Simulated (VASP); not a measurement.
# NaCl: forms and broadenings of the independent-particle spectrum

NaCl, Pm-3m (no. 221), 2 atoms in the cell. PBE, independent-particle dielectric function; PAW potentials Cl, Na_pv (PBE set).

## Input

INCAR.step1:
```
  PREC = Accurate
  ENCUT = 300
  ISMEAR = 0
  SIGMA = 0.02
  EDIFF = 1E-8
  LASPH = True
  KPAR = 4
  LWAVE = False
  LCHARG = False
  LEPSILON = True
```

INCAR.step2, as INCAR.step1 but for:
```
- LWAVE = False
- LEPSILON = True
+ LWAVE = True
+ NBANDS = 39
```

INCAR.step3:
```
  PREC = Accurate
  ENCUT = 300
  ISMEAR = 0
  SIGMA = 0.02
  EDIFF = 1E-7
  LASPH = True
  KPAR = 4
  LWAVE = False
  LCHARG = False
  LOPTICS = True
  NBANDS = 39
  NEDOS = 2000
  CSHIFT = 0.1
  ALGO = None
  NELM = 1
  ISTART = 1
```

INCAR.step4, as INCAR.step3 but for:
```
+ LNABLA = True
```

INCAR.step5, as INCAR.step4 but for:
```
- LNABLA = True
+ LPEAD = True
+ IPEAD = 1
```

INCAR.step6, as INCAR.step5 but for:
```
- IPEAD = 1
+ IPEAD = 2
```

INCAR.step7 changes the same tag again: IPEAD = 4.

INCAR.step8, as INCAR.step7 but for:
```
- CSHIFT = 0.1
- LPEAD = True
- IPEAD = 4
+ CSHIFT = 0.5
```

INCAR.step9, as INCAR.step8 but for:
```
- CSHIFT = 0.5
+ CSHIFT = 0.05
```

INCAR.step10 changes the same tag again: CSHIFT = 0.3.

INCAR.step11, as INCAR.step10 but for:
```
- ISMEAR = 0
- CSHIFT = 0.3
+ ISMEAR = -5
+ CSHIFT = 0.1
```

INCAR.step12, as INCAR.step11 but for:
```
- ISMEAR = -5
- SIGMA = 0.02
+ ISMEAR = 0
+ SIGMA = 0.2
```

INCAR.step13, as INCAR.step12 but for:
```
- SIGMA = 0.2
+ SIGMA = 0.02
+ OMEGAMAX = 12
```

INCAR.step14, as INCAR.step13 but for:
```
- OMEGAMAX = 12
+ OMEGAMAX = 60
```

KPOINTS:
```
k-points
0
Gamma
  12 12 12
```

POSCAR:
```
NaCl
1.0
    3.5021900000      0.0000000000      0.0000000000
    0.0000000000      3.5021900000      0.0000000000
    0.0000000000      0.0000000000      3.5021900000
Cl Na
1 1
Direct
    0.5000000000      0.5000000000      0.5000000000
    0.0000000000      0.0000000000      0.0000000000
```

Commands (each step's output is kept before the next begins):
```
cat potpaw_PBE.64/Cl/POTCAR potpaw_PBE.64/Na_pv/POTCAR > POTCAR
cp INCAR.step1 INCAR
mpirun -np 4 vasp_std > vasp.out
rm WAVECAR CHG
cp INCAR.step2 INCAR
mpirun -np 4 vasp_std > vasp.out
cp INCAR.step3 INCAR
mpirun -np 4 vasp_std > vasp.out
cp INCAR.step4 INCAR
mpirun -np 4 vasp_std > vasp.out
cp INCAR.step5 INCAR
mpirun -np 4 vasp_std > vasp.out
cp INCAR.step6 INCAR
mpirun -np 4 vasp_std > vasp.out
cp INCAR.step7 INCAR
mpirun -np 4 vasp_std > vasp.out
cp INCAR.step8 INCAR
mpirun -np 4 vasp_std > vasp.out
cp INCAR.step9 INCAR
mpirun -np 4 vasp_std > vasp.out
cp INCAR.step10 INCAR
mpirun -np 4 vasp_std > vasp.out
cp INCAR.step11 INCAR
mpirun -np 4 vasp_std > vasp.out
cp INCAR.step12 INCAR
mpirun -np 4 vasp_std > vasp.out
cp INCAR.step13 INCAR
mpirun -np 4 vasp_std > vasp.out
cp INCAR.step14 INCAR
mpirun -np 4 vasp_std > vasp.out
```

## Result

- Direct gap on the mesh (eV): 4.46
- Gap on the mesh (eV): 3.97
- Bands: 39

One ground state, settings moved in the last step alone:

| Settings | ε at zero frequency | Mean energy of the absorption, weighted by Im ε (eV) | Time (s) |
|---|---|---|---|
| longitudinal form, CSHIFT 0.1 | 2.98 | 10.50 | 2 |
| transversal form (LNABLA) | 3.32 | 10.76 | 2 |
| finite differences (LPEAD), order 1 | 2.95 | 10.56 | 4 |
| finite differences (LPEAD), order 2 | 2.98 | 10.51 | 4 |
| finite differences (LPEAD), order 4 | 2.98 | 10.51 | 7 |
| CSHIFT 0.5 | 2.97 | 10.53 | 2 |
| CSHIFT 0.05 | 2.98 | 10.51 | 2 |
| CSHIFT 0.3 | 2.97 | 10.52 | 2 |
| tetrahedron method | 2.97 | 10.55 | 3 |
| SIGMA 0.2 | 2.98 | 10.50 | 3 |
| OMEGAMAX 12, which cuts the spectrum short | 2.51 | – | 2 |
| OMEGAMAX 60 | 2.97 | 10.50 | 2 |

The mean energy covers the spectrum up to 20 eV.

On the same mesh, density-functional perturbation theory with local fields gives ε = 2.70.

VASP 6.6.1 took 102 s on 4 cores (Intel Xeon Platinum 8259CL @ 2.50GHz (Skylake/Cascade Lake)), a shared host.
